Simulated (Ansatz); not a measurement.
## Profile along the Al–O line in LaAlO3 (cubic perovskite)

LaAlO₃ (cubic perovskite)

```
CELL_PARAMETERS angstrom
      3.81241     0.00000     0.00000
      0.00000     3.81241     0.00000
      0.00000     0.00000     3.81241
ATOMIC_POSITIONS crystal
  La 0.00000 0.00000 0.00000
  Al 0.50000 0.50000 0.50000
  O  0.00000 0.50000 0.50000
  O  0.50000 0.50000 0.00000
  O  0.50000 0.00000 0.50000
```

Fields along a shortest Al–O line of a {100} plane (1.91 Å), from Al to O, interpolated on the slice's grid (step about 0.2 Å). Level of theory: PBE (plane waves to 420 eV, PAW, scalar-relativistic; Ansatz, an electronic-structure program). k mesh 9×9×9. These are valence fields of a PAW run, semicore shells included where kept as valence: close to a nucleus they are smooth pseudo fields. LaAlO3 is run without spin polarisation. LaAlO3 was relaxed with its symmetry unable to fall. This is a high-temperature form of LaAlO3.

| distance from Al (Å) | valence electron density (e/Å³) | electron localisation function | density of the highest valence band (e/Å³) | density of the lowest conduction band (e/Å³) |
|---|---|---|---|---|
| 0.00 | 0.05 | x | 0.000 | 0.000 |
| 0.10 | 0.05 | x | 0.000 | 0.000 |
| 0.19 | 0.05 | x | 0.000 | 0.000 |
| 0.29 | 0.06 | x | 0.000 | 0.000 |
| 0.38 | 0.07 | x | 0.001 | 0.000 |
| 0.48 | 0.10 | 0.02 | 0.002 | 0.000 |
| 0.57 | 0.15 | 0.09 | 0.004 | 0.000 |
| 0.67 | 0.22 | 0.28 | 0.006 | 0.000 |
| 0.76 | 0.31 | 0.53 | 0.010 | 0.000 |
| 0.86 | 0.42 | 0.70 | 0.015 | 0.001 |
| 0.95 | 0.57 | 0.77 | 0.021 | 0.001 |
| 1.05 | 0.78 | 0.81 | 0.031 | 0.001 |
| 1.15 | 1.09 | 0.84 | 0.045 | 0.002 |
| 1.24 | 1.58 | 0.85 | 0.065 | 0.003 |
| 1.34 | 2.36 | 0.84 | 0.088 | 0.004 |
| 1.43 | 3.48 | 0.80 | 0.107 | 0.006 |
| 1.53 | 4.77 | x | 0.112 | 0.008 |
| 1.62 | 6.00 | x | 0.095 | 0.009 |
| 1.72 | 6.93 | x | 0.059 | 0.010 |
| 1.81 | 7.49 | x | 0.023 | 0.010 |
| 1.91 | 7.68 | x | 0.007 | 0.010 |

x: too close to a nucleus for the ELF to mean much. Band densities are of whole bands, smooth part only.

Density on the Al–O line (1.91 Å) at its midpoint: 0.57 e/Å³. ELF at that point: 0.77. ELF maximum in the middle third of the Al–O line: 0.85, 1.2 Å from Al.
